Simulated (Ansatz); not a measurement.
# 5 guesses for ZrC and where they end

The calculation used DFT PBE, scalar-relativistic, plane waves, PAW (Ansatz 0.2.0). Settings: cutoff 420 eV, Γ-centred meshes spaced at most about 0.3 Å⁻¹, and about 0.25 Å⁻¹ or finer for metals (2π included), Gaussian smearing. No spin polarisation in the final relaxations.

Each guess was relaxed in cell and atoms at zero pressure, within the symmetry of its start. These are static total energies at zero pressure. Coordination counts C atoms around Zr (those within 1.25 times the shortest such distance or 1.15 times the sum of covalent radii).

```tsv
guess	made from	start group	V start (Å³/atom)	end group	V end (Å³/atom)	coordination at the end	gap on mesh (eV)	E over the lowest end (meV/atom)
1	a measured cell (COD)	Fm-3m	13.0	Fm-3m (rock salt)	13.1	Zr 6	0	0
2	a Materials Project cell	P6_3/mmc	13.2	P6_3/mmc (anti-nickel arsenide)	13.0	Zr 6	0	168
3	random cell	P4/mmm	17.1	?	?	?	?	?
4	WC type	P-6m2	12.0	P-6m2 (tungsten carbide)	13.6	Zr 6	0	725
5	random cell	Pm-3m	14.7	Pm-3m (caesium chloride)	12.5	Zr 8	0	1232
```

Guess 3 as it starts:

Space group P4/mmm (No. 123). a = 3.583 Å, b = 3.583 Å, c = 2.660 Å, α = 90.00°, β = 90.00°, γ = 90.00°
| atom | site | symmetry | x | y | z |
| --- | --- | --- | --- | --- | --- |
| Zr | 1c | 4/mmm | 0.5000 | 0.5000 | 0.0000 |
| C | 1a | 4/mmm | 0.0000 | 0.0000 | 0.0000 |

Problem. Predict the end of this guess and its energy over the lowest end.

Solution. It ends in space group P4/mmm (No. 123), with a = 3.182 Å, c = 4.118 Å, 20.8 Å³/atom and no gap. It lies 1.28 eV/atom over the lowest end, above guess 5 and so the highest of the set. Counting C atoms around Zr, this end has Zr 4 and the lowest (guess 1) has Zr 6.

```cif
data_structure
_symmetry_space_group_name_H-M 'P4/mmm'
_symmetry_Int_Tables_number 123
_cell_length_a 3.1818
_cell_length_b 3.1818
_cell_length_c 4.1182
_cell_angle_alpha 90.000
_cell_angle_beta 90.000
_cell_angle_gamma 90.000
_cell_volume 41.69
loop_
_atom_site_label
_atom_site_type_symbol
_atom_site_symmetry_multiplicity
_atom_site_Wyckoff_symbol
_atom_site_fract_x
_atom_site_fract_y
_atom_site_fract_z
_atom_site_occupancy
Zr1 Zr 1 c 0.50000 0.50000 0.00000 1
C1 C 1 a 0.00000 0.00000 0.00000 1
```

Formation energies are uncorrected and refer to the elements' standard structures at the same level.

Problem. Is the lowest end bound against the elements?

Solution. Yes: its formation energy is −0.86 eV/atom. A negative formation energy is needed for stability but isn't enough: competing phases decide.

The reference form of C is held partly by dispersion forces, which this level lacks. With atoms moved at random, Fm-3m came back. Other cells relaxed within their symmetry can be saddle points. Some candidate types were left out of the draw beforehand, so a known form may be missing.

Rock salt is the lowest end, as expected for this metallic carbide, but the number of neighbours alone doesn't set the order: three ends have six C around Zr, yet they span 725 meV/atom. What differs is the geometry. In rock salt both atoms are octahedral, which suits strong Zr d–C p bonding, and the valence electrons of a group 4 carbide largely fill the bonding states. The anti-nickel arsenide end keeps C octahedral but makes Zr trigonal prismatic, at moderate cost. In the tungsten carbide type both are prismatic, an arrangement that favours the higher electron count of group 6 carbides.

The caesium chloride end is the densest but lies far higher, probably because its eight contacts are longer and Zr atoms are pushed together. Guess 3 errs the other way, opening into flat square sheets without close Zr–C contacts between them. Sliding alternate sheets to put Zr over C, then closing the gap, would lead towards rock salt, but the imposed symmetry forbids that shift. The comparison doesn't address the carbon vacancies common in real ZrC.
